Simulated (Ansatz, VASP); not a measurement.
CrO2 in VASP and in Ansatz

Contents of INCAR:

```
SYSTEM = CrO2
  PREC = Accurate
  ENCUT = 520
  EDIFF = 1E-6
  ISMEAR = -1
  SIGMA = 0.05
  LREAL = .False.
  LASPH = .True.
  NELM = 150
  ALGO = Normal
  ISIF = 2
  LWAVE = .False.
  LCHARG = .False.
  ISPIN = 2
  MAGMOM = 2.17 2.17 -0.24 -0.24 -0.24 -0.24
  LORBIT = 11
  LMAXMIX = 4
  LDAU = .True.
  LDAUTYPE = 2
  LDAUL = 2 -1
  LDAUU = 3.7 0
  LDAUJ = 0 0
  LDAUPRINT = 1
  GGA = PE
  NBANDS = 37
```

File KPOINTS:

```
regular mesh
0
Gamma
  4 4 6
  0 0 0
```

The input POSCAR:

```
CrO2
1.0
    4.4100000000      0.0000000000      0.0000000000
    0.0000000000      4.4100000000      0.0000000000
    0.0000000000      0.0000000000      2.9100000000
Cr O
2 4
Direct
    0.0000000000      0.0000000000      0.0000000000
    0.5000000000      0.5000000000      0.5000000000
    0.3000000000      0.3000000000      0.0000000000
    0.2000000000      0.8000000000      0.5000000000
    0.7000000000      0.7000000000      0.0000000000
    0.8000000000      0.2000000000      0.5000000000
```

Input for Ansatz:

```yaml
crystal:
  lattice:
    - [4.41, 0.0, 0.0]
    - [0.0, 4.41, 0.0]
    - [0.0, 0.0, 2.91]
  atoms:
    - { symbol: Cr, position: [0.0, 0.0, 0.0] }
    - { symbol: Cr, position: [0.5, 0.5, 0.5] }
    - { symbol: O, position: [0.3, 0.3, 0.0] }
    - { symbol: O, position: [0.2, 0.8, 0.5] }
    - { symbol: O, position: [0.7, 0.7, 0.0] }
    - { symbol: O, position: [0.8, 0.2, 0.5] }
hamiltonian:
  xc: pbe
  pseudopotentials: { kind: paw }
  hubbard: { sites: [{ species: Cr, l: d, u_eff: 3.7 }] }
basis:
  ecutwfc: 420
kpoints:
  mp_grid: { grid: [4, 4, 6] }
scf:
  occupations: { method: fermi_dirac, width: 0.05 }
  lower_state_search: "off"
output:
  forces: true
  stress: true
magnetization:
  spin_polarized: true
```

Alike in both runs: task single point; functional PBE; k mesh 4 × 4 × 6; occupations fermi-dirac, width 0.05 eV; collinear spin; Hubbard terms Cr d U = 3.7 eV.

```csv
,VASP,Ansatz
version,VASP 6.6.1,Ansatz 0.2.0
potentials or method,"VASP PAW PBE potentials, release 64 (Cr_pv, O)","PAW, plane waves, scalar-relativistic"
plane-wave cutoff (eV),520,420
valence electrons in the cell,48,52
```

|  | VASP | Ansatz | Ansatz less VASP |
| --- | --- | --- | --- |
| pressure (GPa) | 13.2 | 11.4 | -1.74 |
| largest component of the traceless stress (GPa) | 2.52 | 1.87 | -0.653 |
| rms of the force components (eV/Å) | 0.031 | 0.109 | +0.0780 |
| net moment per atom (μB) | 0.67 | 0.67 | 0.000 |
| size of the moment on the site where the two differ most (μB) | 2.36 | 1.98 | -0.388 |

Site moments also hang on the region over which each program counts them. The programs project onto different local orbitals, so the same U acts differently. Atom by atom the forces differ by 0.078 eV/Å (rms over components). The two sets of potentials don't hold the same shells in valence. Ansatz warned: «filled_band_counts_differ_across_k_points».

The state reached can hang on the start; a lower one may exist.
